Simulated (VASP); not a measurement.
# ZnSe (Stilleite) (F-43m) in VASP: further runs

The runs below take ZnSe (Stilleite) through relaxation of the atoms, with PBE.

Program: VASP 6.6.1. These are calculated values, not measurements. Logs are shortened: lines on timing, memory, paths and dates and some standing lists are left out, and cuts for length are marked.

**Measured values to compare with.**

“Alloy Disordering Effects on the Thermal Conductivity and Energy Gap Temperature Dependence of Cd1−xZnxSe Ternary Crystals Grown by the Bridgman Method”, 2023, pmc:10253836 reports, for a bulk crystal of ZnSe at 300 K: band gap 2.695 ± 0.003 eV (an exciton energy, a little under the gap).

The runs below are set against these values where they give the same quantity.

### Step 1. The crystal as given

It takes space group F-43m (No. 216, cubic). The conventional cell has a = 5.739 Å, b = 5.739 Å, c = 5.739 Å, α = 90.00°, β = 90.00°, γ = 90.00°. Zn (site symmetry -43m) is surrounded by 4 Se at 2.49 Å. Se (site symmetry -43m) has 4 Zn at 2.49 Å as nearest neighbours.

### Step 2. Relaxation of the atoms, PBE (a relaxed cell with its volume scaled by 0.98)

Contents of INCAR:

```
SYSTEM = ZnSe
  ALGO = Normal
  EDIFF = 1E-7
  EDIFFG = -0.01
  ENCUT = 600
  GGA = PE
  IBRION = 2
  ISIF = 2
  ISMEAR = 0
  LASPH = .True.
  LCHARG = .False.
  LREAL = .False.
  LWAVE = .False.
  NELM = 80
  NSW = 40
  PREC = Accurate
  SIGMA = 0.03
```

Contents of KPOINTS:

```
k-points
0
Gamma
  8 8 8
  0 0 0
```

Contents of POSCAR:

```
ZnSe                                    
1.0
    0.0000000000      2.8502119615      2.8502119615
    2.8502119615      0.0000000000      2.8502119615
    2.8502119615      2.8502119615      0.0000000000
  Zn              Se            
     1     1
Direct
     1.0000000000000000    1.0000000000000000    1.0000000000000000
     0.2500000000000000    0.2500000000000000    0.2500000000000000
```

Potentials or basis: VASP PAW PBE potentials, release 64 (Zn, Se).

The run is started by

```console
> cat potpaw_PBE.64/Zn/POTCAR potpaw_PBE.64/Se/POTCAR > POTCAR
> mpirun -np 1 vasp_std > vasp.out
```

OUTCAR:

```text
SYSTEM = ZnSe
   EDIFF = 1E-7
   EDIFFG = -0.01
   ENCUT = 600
   GGA = PE
   IBRION = 2
   ISIF = 2
   ISMEAR = 0
   LASPH = .True.
   LREAL = .False.
   NELM = 80
   NSW = 40
   PREC = Accurate

 ion  position               nearest neighbor table
   1  0.000  0.000  0.000-   2 2.47   2 2.47   2 2.47   2 2.47
   2  0.250  0.250  0.250-   1 2.47   1 2.47   1 2.47   1 2.47

  LATTYP: Found a face centered cubic cell.
 ALAT       =     5.7004239230

  Lattice vectors:

 A1 = (   0.0000000000,   2.8502119615,   2.8502119615)
 A2 = (   2.8502119615,   0.0000000000,   2.8502119615)
 A3 = (   2.8502119615,   2.8502119615,   0.0000000000)

Analysis of symmetry for initial positions (statically):
=====================================================================
 Subroutine PRICEL returns:
 Original cell was already a primitive cell.

 Routine SETGRP: Setting up the symmetry group for a
 face centered cubic supercell.

 Subroutine GETGRP returns: Found 24 space group operations
 (whereof 24 operations were pure point group operations)
 out of a pool of 48 trial point group operations.

The static configuration has the point symmetry T_d .

Analysis of symmetry for dynamics (positions and initial velocities):
=====================================================================
 Subroutine PRICEL returns:
 Original cell was already a primitive cell.

 Routine SETGRP: Setting up the symmetry group for a
 face centered cubic supercell.

 Subroutine GETGRP returns: Found 24 space group operations
 (whereof 24 operations were pure point group operations)
 out of a pool of 48 trial point group operations.

The dynamic configuration has the point symmetry T_d .

 Subroutine INISYM returns: Found 24 space group operations
 (whereof 24 operations are pure point group operations),
 and found     1 'primitive' translations

----------------------------------------------------------------------------------------

                                     Primitive cell

  volume of cell :      46.3086

  direct lattice vectors                    reciprocal lattice vectors
     0.000000000  2.850211961  2.850211961    -0.175425550  0.175425550  0.175425550
     2.850211961  0.000000000  2.850211961     0.175425550 -0.175425550  0.175425550
     2.850211961  2.850211961  0.000000000     0.175425550  0.175425550 -0.175425550

  length of vectors
     4.030808412  4.030808412  4.030808412     0.303845965  0.303845965  0.303845965

  position of ions in fractional coordinates (direct lattice)
     0.000000000  0.000000000  0.000000000
[... 86 lines left out ...]
   POTIM  = 0.5000    time-step for ionic-motion
   TEBEG  =    0.0;   TEEND  =   0.0 temperature during run
   PSTRESS=    0.0 pullay stress
   NELECT =      18.0000    total number of electrons
   NUPDOWN=      -1.0000    fix difference up-down
   EMIN   =  10.00;   EMAX   =-10.00  energy-range for DOS
   EFERMI =   0.00;   METHOD = LEGACY
   ISMEAR =     0;   SIGMA  =   0.03  broadening in eV -4-tet -1-fermi 0-gaus
   EFERMI_NEDOS =   21; number of points for ismear=-14 and -15
   IALGO  =     38    algorithm
   IMIX   =      4    mixing-type and parameters
     AMIX     =   0.40;   BMIX     =  1.00
     AMIX_MAG =   1.60;   BMIX_MAG =  1.00
  volume/ion in A,a.u.               =      23.15       156.25
  Fermi-wavevector in a.u.,A,eV,Ry     =   1.194754  2.257758 19.421463  1.427437
  Thomas-Fermi vector in A             =   2.330736
   LORBIT       =      0    0 simple, 1 ext, 2 COOP (PROOUT), +10 PAW based schemes
   GGA     = PE    functional components
   LHFCALC =     F    Hartree Fock is set to
   AEXX    =    0.0000 exact exchange contribution
   IVDW    =     0    specifies the selected vdW correction
   LEPSILON=     F    determine dielectric tensor
   LRPA    =     F    only Hartree local field effects (RPA)
 conjugate gradient relaxation of ions
 non-spin polarized calculation
 Gauss-broadening in eV      SIGMA  =   0.03
  energy-cutoff  :      600.00
  volume of cell :       46.31
 maximum number of plane-waves:      1572
   NGX = 17   NGY = 17   NGZ = 17

 number of electron      18.0000004 magnetization

 Free energy of the ion-electron system (eV)
  ---------------------------------------------------
  ext. energy  EPLUGINS =         0.00000000
  ---------------------------------------------------
  free energy    TOTEN  =        -6.02872404 eV

  energy without entropy =       -6.02872404  energy(sigma->0) =       -6.02872404

 E-fermi :   1.6239     XC(G=0):  -9.2427

 val. band max:        1.4660056707   @ k =   0.0000   0.0000   0.0000
 cond. band min:       2.6868414865   @ k =   0.0000   0.0000   0.0000
 fundamental gap:      1.2208358158
 Fermi energy:         1.6239089507

 k-point     1 :       0.0000    0.0000    0.0000
  band No.  band energies     occupation
      1     -11.6833      2.00000
      2      -5.0191      2.00000
      3      -5.0191      2.00000
      4      -5.0191      2.00000
      5      -4.6649      2.00000
      6      -4.6649      2.00000
      7       1.4660      2.00000
      8       1.4660      2.00000
      9       1.4660      2.00000
     10       2.6868      0.00000
     11       7.2717      0.00000
     12       7.2717      0.00000
     13       7.2717      0.00000
[... 354 lines left out ...]
  band No.  band energies     occupation
      1     -10.7970      2.00000
      2      -4.9182      2.00000
      3      -4.8837      2.00000
      4      -4.6942      2.00000
      5      -4.6580      2.00000
      6      -4.4638      2.00000
      7      -3.3303      2.00000
      8      -0.8839      2.00000
      9       0.0446      2.00000
     10       5.6429      0.00000
     11       7.0278      0.00000
     12       8.8306      0.00000
     13      10.0805      0.00000

 [... further k-points ...]
[... 5 lines left out ...]
  --------------------------------------------------------------------------------------
  -------------------------------------------------------------------------------------
  Total        0.3522825      0.3522825      0.3522825      0.0000000     -0.0000000      0.0000000
  in kB       12.1882177     12.1882177     12.1882177      0.0000000     -0.0000000      0.0000000
  external PRESSURE =      12.1882177 kB  Pullay stress =       0.0000000 kB

 VOLUME and BASIS-vectors are now :
 -----------------------------------------------------------------------------
  energy-cutoff  :      600.00
  volume of cell :       46.31
      direct lattice vectors                 reciprocal lattice vectors
     0.000000000  2.850211961  2.850211961    -0.175425550  0.175425550  0.175425550
     2.850211961  0.000000000  2.850211961     0.175425550 -0.175425550  0.175425550
     2.850211961  2.850211961  0.000000000     0.175425550  0.175425550 -0.175425550

 POSITION                                       TOTAL-FORCE (eV/Angst)
 -----------------------------------------------------------------------------------
      0.00000      0.00000      0.00000        -0.000000     -0.000000     -0.000000
      1.42511      1.42511      1.42511         0.000000      0.000000      0.000000
 -----------------------------------------------------------------------------------
    total drift:                                0.000000      0.000000      0.000000

  FREE ENERGIE OF THE ION-ELECTRON SYSTEM (eV)
  ---------------------------------------------------
  free  energy   TOTEN  =        -6.0287240410 eV

  energy  without entropy=       -6.0287240410  energy(sigma->0) =       -6.02872404

 reached required accuracy - stopping structural energy minimisation
```

OSZICAR:

```text
N       E                     dE             d eps       ncg     rms          rms(c)
DAV:   1     0.901840447613E+02    0.90184E+02   -0.98359E+03   754   0.176E+03
DAV:   2     0.335171897577E-01   -0.90151E+02   -0.86711E+02   794   0.292E+02
DAV:   3    -0.624856605657E+01   -0.62821E+01   -0.62420E+01   929   0.736E+01
DAV:   4    -0.631730448589E+01   -0.68738E-01   -0.68714E-01   814   0.811E+00
DAV:   5    -0.631769007813E+01   -0.38559E-03   -0.38559E-03   929   0.588E-01    0.460E+00
DAV:   6    -0.604549906378E+01    0.27219E+00   -0.69439E-01  1066   0.290E+01    0.353E+00
DAV:   7    -0.602832779075E+01    0.17171E-01   -0.18995E-01   824   0.440E+00    0.149E+00
DAV:   8    -0.602835715437E+01   -0.29364E-04   -0.42864E-03   882   0.661E-01    0.459E-01
DAV:   9    -0.602862157853E+01   -0.26442E-03   -0.10760E-03   854   0.296E-01    0.691E-02
DAV:  10    -0.602870858079E+01   -0.87002E-04   -0.13975E-04   857   0.122E-01    0.166E-02
DAV:  11    -0.602872271856E+01   -0.14138E-04   -0.30259E-05   842   0.604E-02    0.540E-03
DAV:  12    -0.602872403336E+01   -0.13148E-05   -0.40699E-06   884   0.200E-02    0.403E-03
DAV:  13    -0.602872404096E+01   -0.76011E-08   -0.68766E-07   814   0.889E-03
   1 F= -.60287240E+01 E0= -.60287240E+01  d E =-.602872E+01
```

CONTCAR:

```text
ZnSe
   1.00000000000000
     0.0000000000000000    2.8502119614999999    2.8502119614999999
     2.8502119614999999    0.0000000000000000    2.8502119614999999
     2.8502119614999999    2.8502119614999999    0.0000000000000000
  Zn              Se
     1     1
Direct
     0.0000000000000000    0.0000000000000000    0.0000000000000000
     0.2500000000000000    0.2500000000000000    0.2500000000000000

  0.00000000E+00  0.00000000E+00  0.00000000E+00
  0.00000000E+00  0.00000000E+00  0.00000000E+00
```

Wall time 15 s (1 thread of Intel Xeon Platinum 8259CL at 2.50GHz (Skylake/Cascade Lake), shared host); peak memory 0.18 GiB.

Results:

```
Free energy             : -6.0287 eV
Pressure after relaxing : 1.2 GPa
Band gap on the k mesh  : 1.22 eV, direct
```

Final structure:
```cif
data_structure
_symmetry_space_group_name_H-M 'P 1'
_symmetry_Int_Tables_number 1
_cell_length_a 4.0308
_cell_length_b 4.0308
_cell_length_c 4.0308
_cell_angle_alpha 60.000
_cell_angle_beta 60.000
_cell_angle_gamma 60.000
_cell_volume 46.31
loop_
_atom_site_label
_atom_site_type_symbol
_atom_site_fract_x
_atom_site_fract_y
_atom_site_fract_z
_atom_site_occupancy
Zn1 Zn 0.00000 0.00000 0.00000 1
Se1 Se 0.25000 0.25000 0.25000 1
```

Caveat: the relaxation stopped at its first step, so nothing moved.

[end of part 1 of 2]
